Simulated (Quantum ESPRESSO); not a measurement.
# Tc in Quantum ESPRESSO: the effect of target pressure

The system is Tc.

```
Tc
1.0
     2.74000    0.00000    0.00000
    -1.37000    2.37291    0.00000
     0.00000    0.00000    4.39800
Tc
2
Direct
  0.66667 0.33333 0.75000
  0.33333 0.66667 0.25000
```

Alike in all runs:

- Program: Quantum ESPRESSO 7.5
- Task: relaxation of cell and atoms
- Functional: LDA
- Potentials or basis: SSSP 1.3 efficiency PBE
- Cutoff: 939 eV
- Density cutoff: 3755 eV
- k mesh: 11 × 11 × 6
- Occupations: fermi-dirac, width 0.05 eV
- Spin: no spin polarisation

Each run relaxes the cell or the atoms first.

| target pressure | relaxed volume (Å³/atom) |
| --- | --- |
| 0 GPa | 13.81 |
| 2 GPa | 13.73 |
| 5 GPa | 13.62 |
| 10 GPa | ? |
| 20 GPa | 13.11 |
| 30 GPa | 12.82 |

**Question.** What does the run with target pressure 10 GPa give?

**Answer.** Relaxed volume 13.44 Å³/atom.

Worked out: In Murnaghan's law V^(-B') rises as a straight line in P. The other rows fit best with B' = 3.8, V0 = 13.81 Å³/atom and B0 = 349 GPa, which gives 13.44 Å³/atom at 10 GPa, against the run's 13.44.

Caveats: the potentials were made for another functional, which shifts forces and pressure.

Runs at the PBE level aren't shown here.
